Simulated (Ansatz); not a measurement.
# Ti: a strain scan

The task, for Ti: see how energy and stress answer to the strain pattern (0, 0, 0, 0, 1, 0).

Method: DFT PBE, scalar-relativistic, plane waves, PAW, in Ansatz 0.2.0.

### Step 1. Starting point

The structure is hexagonal, space group P6_3/mmc (No. 194). The conventional cell has a = 2.950 Å, b = 2.950 Å, c = 4.686 Å, α = 90.00°, β = 90.00°, γ = 120.00°. Ti (site symmetry -6m2) has 12 Ti at 2.90 to 2.95 Å in its first shell of neighbours.

Coordinates:

```cif
data_structure
_symmetry_space_group_name_H-M 'P6_3/mmc'
_symmetry_Int_Tables_number 194
_cell_length_a 2.9500
_cell_length_b 2.9500
_cell_length_c 4.6860
_cell_angle_alpha 90.000
_cell_angle_beta 90.000
_cell_angle_gamma 120.000
_cell_volume 35.32
loop_
_atom_site_label
_atom_site_type_symbol
_atom_site_symmetry_multiplicity
_atom_site_Wyckoff_symbol
_atom_site_fract_x
_atom_site_fract_y
_atom_site_fract_z
_atom_site_occupancy
Ti1 Ti 2 c 0.33333 0.66667 0.25000 1
```

The cell is taken as given, not relaxed at this level.

### Step 2. The reference cell

The reference gives a free energy of -4999.3423 eV, pressure -1.64 GPa, largest force 0.000 eV/Å and gap on the mesh none (metal). It was computed beforehand with the settings of the runs below.

### Step 3. The scan: a strain scan

The cell is strained by ε times the Voigt pattern (0, 0, 0, 0, 1, 0) (xx, yy, zz, yz, xz, xy; engineering shear), with fractional coordinates fixed (clamped ions). The stress on the pattern is the sum of the stress components weighted by it, tension positive.

### Step 4. Point ε = -0.0200

input.yaml reads:

```yaml
crystal:
  lattice:
    - [2.9499978604, 0.0, -0.0294999786]
    - [-1.4749989302, 2.5547730882, 0.0147499893]
    - [-0.04686, 0.0, 4.686]
  atoms:
    - { symbol: Ti, position: [0.3333333333, 0.6666666667, 0.25] }
    - { symbol: Ti, position: [0.6666666667, 0.3333333333, 0.75] }
basis:
  ecutwfc: 420
kpoints:
  mp_grid: { grid: [18, 18, 10] }
hamiltonian:
  xc: pbe
scf:
  occupations: { method: gaussian, width: 0.15 }
output:
  forces: true
  stress: true
  eigenvalues: true
```

Run with:

```sh
$ ansatz run input.yaml --threads 1 --pin off --max-ram 2560MiB --backend cpu --events-out ev --progress --plain --runs-dir out
```

### Step 5. ε = 0.0150

input.yaml: that of step 4 with these lines changed.

```diff
@@ -2,5 +2,5 @@
   lattice:
-    - [2.9499978604, 0.0, -0.0294999786]
-    - [-1.4749989302, 2.5547730882, 0.0147499893]
-    - [-0.04686, 0.0, 4.686]
+    - [2.9499978604, 0.0, 0.022124984]
+    - [-1.4749989302, 2.5547730882, -0.011062492]
+    - [0.035145, 0.0, 4.686]
   atoms:
```

### Step 6. Point ε = -0.0100

input.yaml: that of step 5 with these lines changed.

```diff
@@ -2,5 +2,5 @@
   lattice:
-    - [2.9499978604, 0.0, 0.022124984]
-    - [-1.4749989302, 2.5547730882, -0.011062492]
-    - [0.035145, 0.0, 4.686]
+    - [2.9499978604, 0.0, -0.0147499893]
+    - [-1.4749989302, 2.5547730882, 0.0073749947]
+    - [-0.02343, 0.0, 4.686]
   atoms:
```

### Step 7. Point ε = 0.0050

input.yaml: that of step 6 with these lines changed.

```diff
@@ -2,5 +2,5 @@
   lattice:
-    - [2.9499978604, 0.0, -0.0147499893]
-    - [-1.4749989302, 2.5547730882, 0.0073749947]
-    - [-0.02343, 0.0, 4.686]
+    - [2.9499978604, 0.0, 0.0073749947]
+    - [-1.4749989302, 2.5547730882, -0.0036874973]
+    - [0.011715, 0.0, 4.686]
   atoms:
```

### Step 8. ε = 0.0175

input.yaml: that of step 7 with these lines changed.

```diff
@@ -2,5 +2,5 @@
   lattice:
-    - [2.9499978604, 0.0, 0.0073749947]
-    - [-1.4749989302, 2.5547730882, -0.0036874973]
-    - [0.011715, 0.0, 4.686]
+    - [2.9499978604, 0.0, 0.0258124813]
+    - [-1.4749989302, 2.5547730882, -0.0129062406]
+    - [0.0410025, 0.0, 4.686]
   atoms:
```

### Step 9. Point ε = 0.0125

input.yaml: that of step 8 with these lines changed.

```diff
@@ -2,5 +2,5 @@
   lattice:
-    - [2.9499978604, 0.0, 0.0258124813]
-    - [-1.4749989302, 2.5547730882, -0.0129062406]
-    - [0.0410025, 0.0, 4.686]
+    - [2.9499978604, 0.0, 0.0184374866]
+    - [-1.4749989302, 2.5547730882, -0.0092187433]
+    - [0.0292875, 0.0, 4.686]
   atoms:
```

### Step 10. Point ε = 0.0075

input.yaml: that of step 9 with these lines changed.

```diff
@@ -2,5 +2,5 @@
   lattice:
-    - [2.9499978604, 0.0, 0.0184374866]
-    - [-1.4749989302, 2.5547730882, -0.0092187433]
-    - [0.0292875, 0.0, 4.686]
+    - [2.9499978604, 0.0, 0.011062492]
+    - [-1.4749989302, 2.5547730882, -0.005531246]
+    - [0.0175725, 0.0, 4.686]
   atoms:
```

### Step 11. At ε = 0.0025

input.yaml: that of step 10 with these lines changed.

```diff
@@ -2,5 +2,5 @@
   lattice:
-    - [2.9499978604, 0.0, 0.011062492]
-    - [-1.4749989302, 2.5547730882, -0.005531246]
-    - [0.0175725, 0.0, 4.686]
+    - [2.9499978604, 0.0, 0.0036874973]
+    - [-1.4749989302, 2.5547730882, -0.0018437487]
+    - [0.0058575, 0.0, 4.686]
   atoms:
@@ -20 +20,5 @@
   eigenvalues: true
+  write_density: true
+  write_potential: true
+  elf: true
+  volumetric_format: npy
```

(Steps that only read results are left out.)

Q: Predict the outcome of this session. Wanted: slope of the stress at ε = 0, from the points at -0.0100, 0 and 0.0025.

The runs gave:

```
                                                              quantity   value
slope of the stress at ε = 0, from the points at -0.0100, 0 and 0.0025  42 GPa
```

**Reading.** The slope of the stress at zero strain, 42 GPa, estimates C55 with clamped ions in this Cartesian frame; letting the atoms relax could not make it stiffer. The reference stands under -1.6 GPa, so this is no zero-stress constant. The undisturbed cell stays the lowest of the sampled points.
